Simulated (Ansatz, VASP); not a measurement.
**One calculation of Pt, two programs**

Contents of INCAR:

```
PREC     = Accurate       # precision mode
ENCUT    = 520            # plane-wave cutoff, eV
EDIFF    = 1E-6           # SCF threshold, eV
ISMEAR   = -1             # smearing method
SIGMA    = 0.1            # smearing width, eV
LREAL    = False          # projectors in reciprocal space
LASPH    = True           # aspherical terms in the spheres
NELM     = 80             # most SCF steps
ALGO     = Normal         # electronic algorithm
ISIF     = 2              # what is computed and relaxed
LWAVE    = False          # write WAVECAR
LCHARG   = False          # write CHGCAR
GGA      = B5             # functional
ALDAX    = 1.0          
AGGAX    = 1.0          
AGGAC    = 1.0          
ALDAC    = 0.0          
NBANDS   = 11             # bands
```

The input KPOINTS:

```
regular mesh
0
Gamma
  13 13 13
```

File POSCAR:

```
Pt
1.0
    2.6418538009      0.0000000000      0.0000000000
    0.0000000000      2.6418538009      0.0000000000
    0.0000000000      0.0000000000      2.6418538009
Pt
1
Direct
    0.0000000000      0.0000000000      0.0000000000
```

Input for Ansatz:

```yaml
crystal:
  lattice:
    - [2.6418538009, 0.0, 0.0]
    - [0.0, 2.6418538009, 0.0]
    - [0.0, 0.0, 2.6418538009]
  atoms:
    - { symbol: Pt, position: [0.0, 0.0, 0.0] }
hamiltonian:
  xc: blyp
  pseudopotentials:
    kind: paw
    azcp:
      Pt: "pseudopotentials/Pt.paw.azcp"
basis:
  ecutwfc: 420
  fft_grid_basis: typed
kpoints:
  mp_grid: { grid: [13, 13, 13], shift: [0, 0, 0] }
magnetization:
  spin_polarized: false
scf:
  occupations: { method: fermi_dirac, width: 0.1 }
  lower_state_search: "off"
output:
  stress: true
```

Alike in both runs: task single point; functional BLYP; k mesh 13 × 13 × 13; occupations fermi-dirac, width 0.1 eV; no spin polarisation.

|  | VASP | Ansatz |
| --- | --- | --- |
| version | VASP 6.6.1 | Ansatz 0.2.0 |
| potentials or method | VASP PAW PBE potentials, release 64 (Pt) | plane waves (420 eV) with PAW, scalar-relativistic |
| plane-wave cutoff (eV) | 520 | 420 |
| valence electrons in the cell | 10 | 18 |

```csv
,VASP,Ansatz,Ansatz less VASP
pressure (GPa),7.8,7.0,-0.88
```

The two sets of potentials don't hold the same shells in valence.

Caveats: the PAW data sets were made with another functional, which shifts forces and pressure a little (VASP). Spin-orbit coupling is left out, which matters for the levels of Pt.
